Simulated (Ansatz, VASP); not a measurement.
One calculation of Au, two programs

INCAR

```
PREC     = Accurate       # precision mode
ENCUT    = 520            # plane-wave cutoff, eV
EDIFF    = 1E-7           # SCF threshold, eV
ISMEAR   = -1             # smearing method
SIGMA    = 0.05           # smearing width, eV
LREAL    = False          # projectors in reciprocal space
LASPH    = True           # aspherical terms in the spheres
NELM     = 80             # most SCF steps
ALGO     = Normal         # electronic algorithm
ISIF     = 2              # what is computed and relaxed
LWAVE    = False          # write WAVECAR
LCHARG   = False          # write CHGCAR
GGA      = PE             # functional
NBANDS   = 18             # bands
```

File KPOINTS:

```
Automatic mesh
0
Gamma
  11 11 6
```

The input POSCAR:

```
Au
1.0
    2.8407997153      0.0000000000      0.0000000000
   -1.4203998576      2.4602047205      0.0000000000
    0.0000000000      0.0000000000      4.7803802105
Au
2
Direct
    0.6666666667      0.3333333333      0.2500000000
    0.3333333333      0.6666666667      0.7500000000
```

Contents of input.yaml:

```yaml
crystal:
  lattice:
    - [2.8407997153, 0.0, 0.0]
    - [-1.4203998576, 2.4602047205, 0.0]
    - [0.0, 0.0, 4.7803802105]
  atoms:
    - { symbol: Au, position: [0.6666666667, 0.3333333333, 0.25] }
    - { symbol: Au, position: [0.3333333333, 0.6666666667, 0.75] }
hamiltonian:
  xc: pbe
  pseudopotentials: { kind: paw }
kpoints:
  mp_grid: { grid: [11, 11, 6] }
scf:
  occupations: { method: fermi_dirac, width: 0.05 }
output:
  forces: true
  stress: true
  eigenvalues: true
  write_density: true
  write_potential: true
  elf: true
  volumetric_format: npy
```

Change from the starting cell: volume scaled by 0.94.

Alike in both runs: task single point; functional PBE; k mesh 11 × 11 × 6; occupations fermi-dirac, width 0.05 eV; no spin polarisation.

|  | VASP | Ansatz |
| --- | --- | --- |
| version | VASP 6.6.1 | Ansatz 0.2.0 |
| potentials or method | VASP PAW PBE potentials, release 64 (Au) | Ansatz PAW |
| plane-wave cutoff (eV) | 520 | 420 |
| valence electrons in the cell | 22 | 38 |

Ansatz gave:

```
gap on the k mesh at the Fermi level (eV)       : none
pressure (GPa)                                  : 12.8
largest component of the traceless stress (GPa) : 1.29
```

Task: Which values does VASP return?

Result: gap on the k mesh at the Fermi level (eV): none; pressure (GPa): 12.5; largest component of the traceless stress (GPa): 1.27.

A gap of «none» marks a metal or a gap that the smearing closes. The two sets of potentials don't hold the same shells in valence.

The runs have no spin-orbit coupling, so splittings on Au are missing.
